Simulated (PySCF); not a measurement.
Computed data (PySCF 2.14.0 with density-fitted response routines): PBE0-D3(BJ)/def2-SVP geometry, NMR shieldings at PBE0/pcSseg-1/GIAO. Equivalent nuclei averaged, non-relativistic Hamiltonian, one computed conformer, no solvent model.

References, each an isolated molecule treated in the same way: TMS for ¹H and ¹³C. Shifts are as computed. Against solution values, carbons near 30 ppm lie about +2 ppm off and those near 130 ppm about +5 ppm; carbons on Cl a further +5 ppm, Br a further +13 ppm. Of 1211 compounds with measured shifts, 218 miss one by over three times the rms of a fit or turn the order of signals round; such compounds aren't used in these exercises. Carbons bonded to Cl come out too deshielded. Spin–orbit coupling, which shields carbons bonded to Br, is absent. OH and NH positions are gas-phase values without hydrogen bonding to other molecules.

Task: Order these molecules by the shift of their most deshielded carbon, lowest δ first.
A. c1cn[nH]c1
B. C1CCC2(C1)CCCC2
C. C=C=CCCl

Result: B (50.2 ppm, quaternary sp3 carbon in a ring), A (142.6 ppm, aromatic CH next to a ring nitrogen), C (223.6 ppm, central carbon of an allene).

Task: Order these molecules by the shift of their most shielded carbon, lowest δ first.
A. C=C(Br)/C(C)=C/CF
B. c1cn[nH]c1
C. C1CCC2(C1)CCCC2

Result: A (15.8 ppm, allylic methyl carbon), C (27.3 ppm, sp3 CH2 in a ring), B (110.0 ppm, aromatic CH).

Task: How many ¹³C and ¹H signals does each give (equivalence by symmetry and fast rotation, but not about amide C–N or C=N bonds)? `C=C=CCCl`, `C1CCC2(C1)CCCC2`, `c1cn[nH]c1`, `C=C(Br)/C(C)=C/CF`

Result: C=C=CCCl: 4 C, 3 H; C1CCC2(C1)CCCC2: 3 C, 2 H; c1cn[nH]c1: 3 C, 4 H; C=C(Br)/C(C)=C/CF: 6 C, 5 H.
